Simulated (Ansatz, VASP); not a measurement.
## C: VASP beside Ansatz

File INCAR:

```
  PREC = Accurate
  ENCUT = 520
  EDIFF = 1E-7
  ISMEAR = 0
  SIGMA = 0.05
  LREAL = False
  LASPH = True
  NELM = 80
  ALGO = Normal
  ISIF = 2
  LWAVE = False
  LCHARG = False
  GGA = PE
  IVDW = 12
  NBANDS = 11
```

File KPOINTS:

```
Automatic mesh
0
Gamma
  15 15 15
```

The input POSCAR:

```
C
1.0
    1.2530811925      0.7234667638      3.4175230126
   -1.2530811925      0.7234667638      3.4175230126
    0.0000000000     -1.4469335276      3.4175230125
C
2
Direct
    0.1684797275      0.1684797275      0.1684797275
    0.8315202725      0.8315202725      0.8315202725
```

Input for Ansatz:

```yaml
crystal:
  lattice:
    - [1.2530811925, 0.7234667638, 3.4175230126]
    - [-1.2530811925, 0.7234667638, 3.4175230126]
    - [0.0, -1.4469335276, 3.4175230125]
  atoms:
    - { symbol: C, position: [0.1684797275, 0.1684797275, 0.1684797275] }
    - { symbol: C, position: [0.8315202725, 0.8315202725, 0.8315202725] }
basis:
  ecutwfc: 520.0
kpoints:
  mp_grid: { grid: [15, 15, 15] }
hamiltonian:
  xc: pbe
  dispersion: d3bj
scf:
  occupations: { method: gaussian, width: 0.05 }
output:
  forces: true
  stress: true
  eigenvalues: true
```

Change from the starting cell: mode 4 frozen in at +0.019 Å, equal normal strain along x, y and z +0.0167.

Alike in both runs: task single point; functional PBE; dispersion D3(BJ); k mesh 15 × 15 × 15; occupations gaussian, width 0.05 eV; no spin polarisation.

```csv
,VASP,Ansatz
version,VASP 6.6.1,Ansatz 0.2.0
potentials or method,"VASP PAW PBE potentials, release 64 (C)","scalar-relativistic, plane waves, PAW"
plane-wave cutoff (eV),520,520
valence electrons in the cell,8,8
```

VASP gave:

| Item | Value |
| --- | --- |
| gap on the k mesh at the Fermi level (eV) | 0.55 |
| least direct gap on the mesh (eV) | 0.55 |
| pressure (GPa) | -12.9 |
| largest component of the traceless stress (GPa) | 12.24 |
| rms of the force components (eV/Å) | 0.367 |

Q: What did Ansatz give for the same quantities?

A: gap on the k mesh at the Fermi level (eV): 0.55; least direct gap on the mesh (eV): 0.55; pressure (GPa): -13.2; largest component of the traceless stress (GPa): 12.70; rms of the force components (eV/Å): 0.368.

Atom by atom the forces differ by 0.001 eV/Å (rms over components).

Caveats: an odd mesh through Γ misses points on the zone boundary, where band edges often lie.
